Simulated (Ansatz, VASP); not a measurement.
**NaCl: VASP beside Ansatz**

Wanted: the spread between two codes on one cell, functional and k mesh. The cell is taken from a series of VASP runs on this material, whose earlier steps may have relaxed, scaled or displaced it; both programs get it as it stands.

Program: Ansatz 0.2.0. Level of theory: plane waves, with VASP 6.6.1 beside it; relaxation of cell and atoms at PBEsol. Results are calculated unless marked as measured.

### Step 1. The structure

Symmetry: Fm-3m, No. 225, cubic system. Conventional cell: a = 5.592 Å, b = 5.592 Å, c = 5.592 Å, α = 90.00°, β = 90.00°, γ = 90.00°. Nearest to Na lie 6 Cl at 2.80 Å. Cl has 6 Na at 2.80 Å nearest. Farther neighbours and most contacts between anions are not listed.

Structure file:

```xyz
2
Lattice="0.0000 2.7962 2.7962 2.7962 0.0000 2.7962 2.7962 2.7962 0.0000" Properties=species:S:1:pos:R:3 pbc="T T T"
Na    0.0000    0.0000    0.0000
Cl    2.7962    2.7962    2.7962
```

### Step 2. VASP: relaxation of cell and atoms, PBEsol

The relaxed volume is the usual yardstick between codes: its relative difference is about their pressure difference at one cell divided by the bulk modulus.

Lines of VASP's logs that name or quote its potential files are left out, and so is its time.

File INCAR:

```
SYSTEM = NaCl
PREC = Accurate
ENCUT = 400
EDIFF = 1E-07
NELM = 100
ISMEAR = 0
SIGMA = 0.05
LREAL = .FALSE.
ALGO = Normal
GGA = PS
NBANDS = 13
LORBIT = 11
LWAVE = .FALSE.
LCHARG = .FALSE.
KPAR = 16
IBRION = 2
NSW = 50
ISIF = 3
EDIFFG = -0.003
```

File POSCAR:

```
NaCl
1.0
    0.0000000000      2.7962210601      2.7962210601
    2.7962210601      0.0000000000      2.7962210601
    2.7962210601      2.7962210601      0.0000000000
Na Cl
1 1
Direct
    0.0000000000      0.0000000000      0.0000000000
    0.5000000000      0.5000000000      0.5000000000
```

File KPOINTS:

```
Automatic mesh
0
Gamma
10 10 10
0 0 0
```

The projector-augmented-wave data sets are Na_pv and Cl (PBE family, release 64).

Started as:

```
> mpirun -np 16 vasp_std
```

Numbers of over 12 decimals in the logs are rounded to 6 here.

Log:

```text
[banner, memory and clock lines left out]
running   16 mpi-ranks, on    1 nodes
 distrk:  each k-point on    1 cores,   16 groups
 distr:  one band on    1 cores,    1 groups

 POSCAR found type information on POSCAR NaCl
 POSCAR found :  2 types and       2 ions
|                                                                             |
|           W    W    AA    RRRRR   N    N  II  N    N   GGGG   !!!           |
|           W    W   A  A   R    R  NN   N  II  NN   N  G    G  !!!           |
|           W    W  A    A  R    R  N N  N  II  N N  N  G       !!!           |
|           W WW W  AAAAAA  RRRRR   N  N N  II  N  N N  G  GGG   !            |
|           WW  WW  A    A  R   R   N   NN  II  N   NN  G    G                |
|           W    W  A    A  R    R  N    N  II  N    N   GGGG   !!!           |
|                                                                             |
|     For optimal performance we recommend to set                             |
|       NCORE = 2 up to number-of-cores-per-socket                            |
|     NCORE specifies how many cores store one orbital (NPAR=cpu/NCORE).      |
|     This setting can greatly improve the performance of VASP for DFT.       |
|     The default, NCORE=1 might be grossly inefficient on modern             |
|     multi-core architectures or massively parallel machines. Do your        |
|     Unfortunately you need to use the default for GW and RPA                |
|     calculations (for HF NCORE is supported but not extensively tested      |
|     yet).                                                                   |
|                                                                             |

|                                                                             |
|               ----> ADVICE to this user running VASP <----                  |
|                                                                             |
|     You enforced a specific xc type in the INCAR file but a different       |
|     [... a line on the potential file left out ...]
|     I HOPE YOU KNOW WHAT YOU ARE DOING!                                     |
|                                                                             |

 LDA part: xc-table for (Slater+PW92), standard interpolation
 POSCAR, INCAR and KPOINTS ok, starting setup
 FFT: planning ... GRIDC
 FFT: planning ... GRID_SOFT
 FFT: planning ... GRID
 WAVECAR not read
 entering main loop
       N       E                     dE             d eps       ncg     rms          rms(c)
DAV:   1     0.822031507753E+02    0.82203E+02   -0.64313E+03  1254   0.903E+02
DAV:   2    -0.645273058151E+00   -0.82848E+02   -0.77278E+02  1312   0.237E+02
DAV:   3    -0.705249472791E+01   -0.64072E+01   -0.63765E+01  1562   0.662E+01
DAV:   4    -0.715592668131E+01   -0.10343E+00   -0.10340E+00  1412   0.924E+00
DAV:   5    -0.715834021022E+01   -0.24135E-02   -0.24134E-02  1551   0.139E+00    0.189E+00
DAV:   6    -0.700504647686E+01    0.15329E+00   -0.26224E-01  1492   0.375E+00    0.136E+00
DAV:   7    -0.699460652438E+01    0.10440E-01   -0.63376E-02  1599   0.174E+00    0.918E-01
DAV:   8    -0.699801497420E+01   -0.34084E-02   -0.73835E-03  1312   0.839E-01    0.266E-01
DAV:   9    -0.699792604225E+01    0.88932E-04   -0.18413E-04  1492   0.111E-01    0.167E-01
DAV:  10    -0.699796305501E+01   -0.37013E-04   -0.28011E-04  1352   0.113E-01    0.542E-02
DAV:  11    -0.699795325376E+01    0.98013E-05   -0.19319E-05  1482   0.342E-02    0.190E-02
DAV:  12    -0.699795249405E+01    0.75971E-06   -0.35004E-06  1397   0.122E-02    0.199E-03
DAV:  13    -0.699795267213E+01   -0.17808E-06   -0.80036E-08  1442   0.220E-03    0.102E-03
DAV:  14    -0.699795266930E+01    0.28258E-08   -0.20218E-09   791   0.407E-04
   1 F= -.69979527E+01 E0= -.69979527E+01  d E =-.699795E+01
 curvature:   0.00 expect dE= 0.000E+00 dE for cont linesearch  0.000E+00
 trial: gam= 0.00000 g(F)=  0.271E-59 g(S)=  0.108E-05 ort = 0.000E+00 (trialstep = 0.100E+01)
 search vector abs. value=  0.108E-05
 reached required accuracy - stopping structural energy minimisation
```

Parts of OUTCAR (step 2):

```text
ion  position               nearest neighbor table
   1  0.000  0.000  0.000-
   2  0.500  0.500  0.500-

  LATTYP: Found a face centered cubic cell.
 ALAT       =     5.5924421202

 Subroutine GETGRP returns: Found 48 space group operations
 (whereof 48 operations were pure point group operations)

The static configuration has the point symmetry O_h .

 Found     47 irreducible k-points:

   k-points           NKPTS =     47   k-points in BZ     NKDIM =     47   number of bands    NBANDS=     13

   dimension x,y,z NGX =    28 NGY =   28 NGZ =   28
   dimension x,y,z NGXF=    56 NGYF=   56 NGZF=   56

   ENCUT  =  400.0 eV  29.40 Ry    5.42 a.u.   6.45  6.45  6.45*2*pi/ulx,y,z

   NELECT =      14.0000    total number of electrons

 k-points in reciprocal lattice and weights: Automatic mesh
   0.00000000  0.00000000  0.00000000       0.001
   0.10000000  0.00000000  0.00000000       0.008
   0.20000000  0.00000000  0.00000000       0.008
   0.30000000  0.00000000  0.00000000       0.008
   0.40000000  0.00000000  0.00000000       0.008
   0.50000000  0.00000000  0.00000000       0.004
   0.10000000  0.10000000  0.00000000       0.006
   0.20000000  0.10000000  0.00000000       0.024
   0.30000000  0.10000000  0.00000000       0.024
[...]
-0.30000000  0.40000000  0.20000000       0.024
  -0.30000000  0.50000000  0.20000000       0.012

 average (electrostatic) potential at core
       1 -46.9175       2 -93.5623

 E-fermi :  -0.3155

 k-point     1 :       0.0000    0.0000    0.0000
  band No.  band energies     occupation
    ...
      3     -21.2387      2.00000
      4     -13.3404      2.00000
      5      -0.6354      2.00000
      6      -0.6354      2.00000
      7      -0.6354      2.00000
      8       4.3892      0.00000
      9      10.3852      0.00000
     10      10.3852      0.00000
     11      10.3852      0.00000
     12      12.6406      0.00000
    ...

 k-point     2 :       0.1000    0.0000    0.0000
  band No.  band energies     occupation
    ...
      3     -21.2387      2.00000
      4     -13.3067      2.00000
      5      -0.9012      2.00000
      6      -0.6641      2.00000
      7      -0.6641      2.00000
      8       4.7331      0.00000
      9       9.9809      0.00000
     10      10.5225      0.00000
     11      10.5225      0.00000
     12      12.4457      0.00000
    ...

 k-point     3 :       0.2000    0.0000    0.0000
  band No.  band energies     occupation
    ...
      3     -21.2393      2.00000
      4     -13.2165      2.00000
      5      -1.4922      2.00000
      6      -0.7377      2.00000
      7      -0.7377      2.00000
      8       5.5006      0.00000
      9       9.4096      0.00000
     10      10.7248      0.00000
     11      10.7248      0.00000
     12      12.3479      0.00000
    ...

  Total       -0.0038641     -0.0038641     -0.0038641      0.0000000      0.0000000      0.0000000
  in kB       -0.1415844     -0.1415844     -0.1415844      0.0000000      0.0000000      0.0000000
  external PRESSURE =      -0.1415844 kB  Pullay stress =       0.0000000 kB

  energy-cutoff  :      400.00
  volume of cell :       43.73
      direct lattice vectors                 reciprocal lattice vectors
     0.000000000  2.796221060  2.796221060    -0.178812758  0.178812758  0.178812758
     2.796221060  0.000000000  2.796221060     0.178812758 -0.178812758  0.178812758
     2.796221060  2.796221060  0.000000000     0.178812758  0.178812758 -0.178812758

 POSITION                                       TOTAL-FORCE (eV/Angst)
 -----------------------------------------------------------------------------------
      0.00000      0.00000      0.00000        -0.000000      0.000000     -0.000000
      2.79622      2.79622      2.79622         0.000000     -0.000000      0.000000
 -----------------------------------------------------------------------------------
    total drift:                                0.000000      0.000000      0.000000

  FREE ENERGIE OF THE ION-ELECTRON SYSTEM (eV)
  ---------------------------------------------------
  free  energy   TOTEN  =        -6.9979526693 eV

  energy  without entropy=       -6.9979526693  energy(sigma->0) =       -6.99795267

 reached required accuracy - stopping structural energy minimisation

 total charge
# of ion       s       p       d       tot
------------------------------------------
    1        0.045   5.983   0.000   6.028
    2        1.578   3.556   0.000   5.134
--------------------------------------------------
tot          1.623   9.539   0.000  11.162

[... 3 further parts left out ...]
```

CONTCAR:

```
NaCl
   1.00000000000000
     0.0000000000000000    2.7962210601000002    2.7962210601000002
     2.7962210601000002    0.0000000000000000    2.7962210601000002
     2.7962210601000002    2.7962210601000002    0.0000000000000000
  Na              Cl
     1     1
Direct
     0.0000000000000000    0.0000000000000000    0.0000000000000000
     0.5000000000000000    0.5000000000000000    0.5000000000000000
```

### Step 3. Ansatz: relaxation of cell and atoms, PBEsol

Ansatz runs on its default PAW (the set named soft_2) files.

The same cell, functional, mesh and smearing now go to Ansatz, which takes its cutoff from its data sets.

File input.yaml:

```yaml
crystal:
  lattice:
    - [0.0, 2.7962210601, 2.7962210601]
    - [2.7962210601, 0.0, 2.7962210601]
    - [2.7962210601, 2.7962210601, 0.0]
  atoms:
    - { symbol: Na, position: [0.0, 0.0, 0.0] }
    - { symbol: Cl, position: [0.5, 0.5, 0.5] }
hamiltonian:
  xc: pbesol
  pseudopotentials: { kind: paw }
kpoints:
  mp_grid: { grid: [10, 10, 10] }
scf:
  occupations: { method: gaussian, width: 0.05 }
relax:
  f_tol: 0.01
  max_steps: 60
  cell: { stress_tol: 0.05 }
output:
  forces: true
  stress: true
```

Started as:

```
> ansatz run input.yaml --threads 4 --pin off --max-ram 9216MiB --backend cpu --events-out ev --progress --plain --runs-dir out
```

Log:

```text
Engine: ansatz 0.2.0, x86_64-unknown-linux-gnu
Pseudopotentials: kind: paw
Pseudopotential: Na, paw, valence charge 9, recommended cutoff 420 eV (normal), Na.paw.azcp
Pseudopotential: Cl, paw, valence charge 7, recommended cutoff 420 eV (normal), Cl.paw.azcp
Functional definition: PBEsol
  exchange = pbesol_x
  correlation = pbesol_c
Crystal: 2 atoms, lattice volume = 43.726 Å³
Basis set: ecut = 420 eV, 869 PW (Γ), exchange–correlation on 54×54×54 points (8 copies of the dense FFT grid, shifted against one another)
Bands: 12, of which v1, the nominal top of the filled ones, is band 8 counted from 1 (7 counted from 0)
Symmetry: 48 space group operations
Space group: Fm-3m (ITA 225), of the structure as read, at distance tolerance 3.5e-5 Å
k-points: 47 of 1000
Non-local potential: Na, projectors of the file, l = 0: 3, l = 1: 2, l = 2: 1
Non-local potential: Cl, projectors of the file, l = 0: 2, l = 1: 2, l = 2: 2
PAW form: soft (Blöchl's): semilocal exchange-correlation on the pseudo side does not see the compensation charge
PAW frozen core: Na, regenerated for the run's functional, and the local potential with it (the file was generated under x = pbe(κ = 0.804, μ = 0.219515), c = pbe(β = 0.066725))
PAW frozen core: Cl, regenerated for the run's functional, and the local potential with it (the file was generated under x = pbe(κ = 0.804, μ = 0.219515), c = pbe(β = 0.066725))
PAW one-centre angular grid: Na, 110 points (default); XC on 64 Gauss nodes
PAW one-centre angular grid: Cl, 110 points (default); XC on 64 Gauss nodes
Initial density: superposition of atomic densities (neutral atoms: chi_scale 0, normalization atom), corrected by the library's trained network
Initial wavefunctions: pseudopotential atomic-orbital guess
Functional: x = pbesol(κ = 0.804, μ = 0.123457), c = pbesol(β = 0.046)
SCF iter   1: F=—  HF=-2540.289439 eV  |F-HF|=—  |Δ(HF+E_count)|=         —  Δρ=2.86e-3  dr2=3.82e-3  ethr=1.77e-3  ⟨swp⟩=5.7  Hψ=3298  notcnv=0
preconditioner: auto → none  [insulator: Δε(μ)=4.975 eV  Ē_g=20.770 eV  σ=0.050 eV  W_gap=1.00  n_scr=14 (ndim 8)  ℏωp=21.0 eV  f_vac=0.027  D(μ)=0.00/eV (n_scr^D=0)  ε∞_Penn≈2.0]
SCF iter   2: F=—  HF=-2540.286753 eV  |F-HF|=—  |Δ(HF+E_count)|=   2.69e-3  Δρ=1.27e-3  dr2=9.24e-4  ethr=2.39e-5  ⟨swp⟩=2.8  Hψ=1265  notcnv=0
SCF iter   3: F=—  HF=-2540.286721 eV  |F-HF|=—  |Δ(HF+E_count)|=   3.25e-5  Δρ=9.04e-4  dr2=5.08e-4  ethr=5.78e-6  ⟨swp⟩=2.0  Hψ=752  notcnv=0
SCF iter   4: F=—  HF=-2540.286547 eV  |F-HF|=—  |Δ(HF+E_count)|=   1.74e-4  Δρ=2.39e-4  dr2=3.02e-5  ethr=3.17e-6  ⟨swp⟩=2.0  Hψ=690  notcnv=0
SCF iter   5: F=—  HF=-2540.286568 eV  |F-HF|=—  |Δ(HF+E_count)|=   2.08e-5  Δρ=4.04e-5  dr2=1.29e-6  ethr=1.89e-7  ⟨swp⟩=2.0  Hψ=752  notcnv=0
SCF iter   6: F=-2540.286568 eV  HF=-2540.286568 eV  |F-HF|=4.61e-8  |Δ(HF+E_count)|=   2.63e-7  Δρ=1.04e-5  dr2=8.53e-8  ethr=6.25e-10  ⟨swp⟩=3.0  Hψ=1918  notcnv=0
SCF 1 converged in 6 iterations: F = -2540.286568 eV  dr2 = 8.53e-8
  greatest PAW one-centre occupation: 0.999 electrons in one spin orbital (limit 2), on the Na atom at site 0 (counted from 0), in its partial waves of l = 0
relax step   1: F+E_penalty+E_count = -2540.28656777 eV  Δ(F+E_penalty+E_count) = +0.000e0 eV  max|allowed force component| = 3.008e-30 eV/Å  Δτ_max = 0.0000 Å  P = +0.135 GPa  Ω = 43.726 Å³  (6 SCF iters, dr2 threshold 1.00e-7 eV, accepted)
[...]
relax step   2: F+E_penalty+E_count = -2540.28664919 eV  Δ(F+E_penalty+E_count) = -8.143e-5 eV  max|allowed force component| = 1.127e-29 eV/Å  Δτ_max = 0.0000 Å  P = +0.046 GPa  Ω = 43.875 Å³  energy of the carried Pulay correction = -2.107e-6 eV  (4 SCF iters, dr2 threshold 4.56e-8 eV, accepted)
[...]
relax step   3: F+E_penalty+E_count = -2540.28665155 eV  Δ(F+E_penalty+E_count) = -2.352e-6 eV  max|allowed force component| = 7.346e-30 eV/Å  Δτ_max = 0.0000 Å  P = +0.046 GPa  Ω = 43.875 Å³  stress off target by 4.59e-2 GPa  SCF on the basis re-selected at this cell (its energy is not comparable with the rows above)  (4 SCF iters)
basis re-selected at this cell: Δ(F+E_penalty+E_count) = -2.352e-6 eV, ΔP = -0.000 GPa vs the last step (what re-selecting the basis moved, of the pressure what is left beyond the Pulay correction that the steps carried, after the strain that the cell walked since its last selection, with what the two solves' SCF thresholds leave and, on support functions, any second-order correction that the steps lacked; it is no m [...]
SCF converged after 4 iterations
Free energy (F): -2540.286652 eV
Harris-Foulkes:  -2540.286652 eV  (|F-HF|=1.09e-11)
Internal energy: -2540.286652 eV  (E = F + TS)
E sigma→0 (E₀):  -2540.286652 eV
Fermi energy:    3.725674 eV
--- Per-component energies (eV) ---
  E_band       = -231.230244
  E_kinetic    = 282.645109
  E_local      = -1518.529575  (includes V_loc(G=0)·N_el)
  E_nonlocal   = 144.826518
  E_hartree    = 534.022079
  E_xc         = -145.010530
  E_vxc        = -171.870762  (∫ρ·V_xc dr)
  E_paw        = -895.323390  (= ΣΔE_a)
  E_vpaw       = -36.345914  (= ΣTr[D̂ρ^β])
  E_aug_tail   = 0.000081  (compensation charges beyond the density's cutoff)
  E_ewald      = -943.050070
  E_core_change = 0.133126  (= ΣΔE_core)
  E_smearing   = -0.000000  (= −TS)
  E_closure    = 0.000000  (closes the sum)
  Σ components = -2540.286652   (vs F -2540.286652, Δ=0.00e0)
--- Forces (eV/Å), atoms counted from 1 ---
  atom   1  Na     0.00000000    -0.00000000    -0.00000000
  atom   2  Cl     0.00000000     0.00000000     0.00000000
  max |Σ_I F_I| component: 1.48e-29 eV/Å
--- Stress (GPa, compression-positive) ---
        0.045882      -0.000000      -0.000000
       -0.000000       0.045882      -0.000000
       -0.000000      -0.000000       0.045882
  P = ⅓ Tr σ = 0.0459 GPa (0.459 kbar)
--- Relaxed structure (2 steps of the walk, 2 accepted, 1 SCFs on fresh bases) ---
  F+E_penalty+E_count = -2540.28665155 eV   max|allowed force component| = 7.346e-30 eV/Å   (the final SCF, on the basis selected at the relaxed cell)
  cell:  # Å, volume = 43.8747 Å³
    - [0, 2.799378, 2.799378]
    - [2.799378, 0, 2.799378]
    - [2.799378, 2.799378, 0]
  atoms:
    - { symbol: Na, position: [0, 0, 0] }
    - { symbol: Cl, position: [0.500000, 0.500000, 0.500000] }
```

Run time: 1.5 s. Hardware: 4 threads of Intel Xeon Platinum 8259CL at 2.50GHz (Skylake/Cascade Lake), shared host; peak memory 0.38 GiB; 4.4 s of CPU time.

### Step 4. Differences

Known differences besides the potentials themselves: both relaxations stop at a tolerance, which leaves soft axes loose, and VASP keeps its plane-wave basis; the data sets hold 16 valence electrons in Ansatz (default PAW (the set named soft_2) files) and 14 in VASP; the cutoff is 420 eV in Ansatz and 400 eV in VASP; Ansatz makes its cores anew for this functional, VASP keeps those of its PBE data sets; VASP leaves aspherical gradient terms in its spheres out (LASPH is not set), Ansatz keeps them; Ansatz adds a Pulay correction to the stress that steers its cell, VASP none. Total energies have different zeros and are not compared.

Both answers:

```csv
quantity,Ansatz,VASP,difference
volume (Å³),43.87,43.73,+0.34 %
"edge a after relaxation, in the typed setting (Å)",3.959,3.954,+0.11 %
```

The walks stopped with 0.05 GPa left in Ansatz and -0.01 GPa in VASP; each walk ends within a tolerance, so the volume difference is uncertain by about these residues over the bulk modulus, most in soft cells.

### Step 5. Outcome

```json
{"difference in volume (relaxation of cell and atoms, PBEsol)": "0.34 %"}
```

In words: The difference in volume is 0.34 % (relaxation of cell and atoms, PBEsol), within the 1.2 % picked in this series as the mark of a large difference, as far as the stopping tolerances let one tell. Such differences can come from data sets, numerical settings and the points named under the comparisons, not from the functional's error against experiment.

[Lines on the potential files, build, host, timing and source positions are cut from VASP's logs without a mark.]

[Logs are printed without paths, hosts, clocks, repeated set-up lines and the standing remarks that a program may print on its own settings, such as how far it seeks lower states.]

[Hosts, paths, dates, database ids (printed as entryN), source tags and the programs' standing remarks are cut or masked in the printed files.]
